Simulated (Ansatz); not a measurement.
# From the elastic tensor of ZrN at 7 GPa (stress–strain coefficients) to moduli and sound speeds

Level of theory: DFT PBE, scalar-relativistic, plane waves, PAW (Ansatz 0.2.0). Cutoff 420 eV, 16×16×16 k-points (Γ-centred), Fermi-Dirac smearing of 0.15 eV. No spin polarisation.

Symmetry: Fm-3m, No. 225, cubic system. Conventional cell: a = 4.555 Å, b = 4.555 Å, c = 4.555 Å, α = 90.00°, β = 90.00°, γ = 90.00°. Zr (site symmetry m-3m) is surrounded by 6 N at 2.28 Å. N (site symmetry m-3m) has 6 Zr at 2.28 Å as nearest neighbours.

In a metal, frequencies and elastic constants depend on the k mesh and the smearing, soft modes and shear constants most. Spin polarisation was left out, and a magnetic state may lie lower.

Relaxed-ion constants (GPa, on the Cartesian axes of the calculation):
C11 = 596.3, C12 = 119.2, C13 = 119.2, C22 = 596.3, C23 = 119.2, C33 = 596.3, C44 = 125.0, C55 = 125.0, C66 = 125.0 GPa; the others vanish.

Density 7.395 g/cm³; 2 atoms in 23.63 Å³.

The values that follow are for a polycrystal of randomly turned grains, by Hill's mean where one number stands.

* Bulk modulus, Voigt / Reuss / Hill: 278.3 / 278.3 / 278.3 GPa
* Shear modulus, Voigt / Reuss / Hill: 170.4 / 154.4 / 162.4 GPa
* Young's modulus: 408 GPa
* Poisson ratio: 0.256
* Pugh ratio B/G: 1.71
* Universal anisotropy index: 0.52
* Longitudinal and transverse sound speeds: 8180 and 4687 m/s
* Debye temperature from the mean sound speed: 681 K

Cost: 1 run of about 1.3 core-minutes, on Intel Xeon Processor @ 2.70GHz (shared hosts).

Compressed ZrN is very stiff along the cube axes but much softer in shear across them: C11 is 596.3 GPa, C44 only 125.0 GPa. The Zr–N bonds lie along these axes, where N 2p and Zr 4d orbitals overlap in σ fashion. Uniaxial strain stretches or compresses these bonds directly, whereas the C44 shear mainly bends them. Occupied metal d states, which hold the electron left over once the bonding p–d bands are filled, probably lower the resistance to this shear further.

C12 lies slightly below C44, although purely central forces under pressure would place it above. This suggests a directional, covalent part in the bonding alongside the metallic and ionic ones. The constants meet the cubic criteria for stability against small homogeneous strains, which doesn't rule out phonon instabilities at finite wavevector. The Pugh ratio of 1.71 is too close to the customary dividing line to call the material brittle or ductile, and hardness and fracture also depend on dislocations, vacancies and grain boundaries.
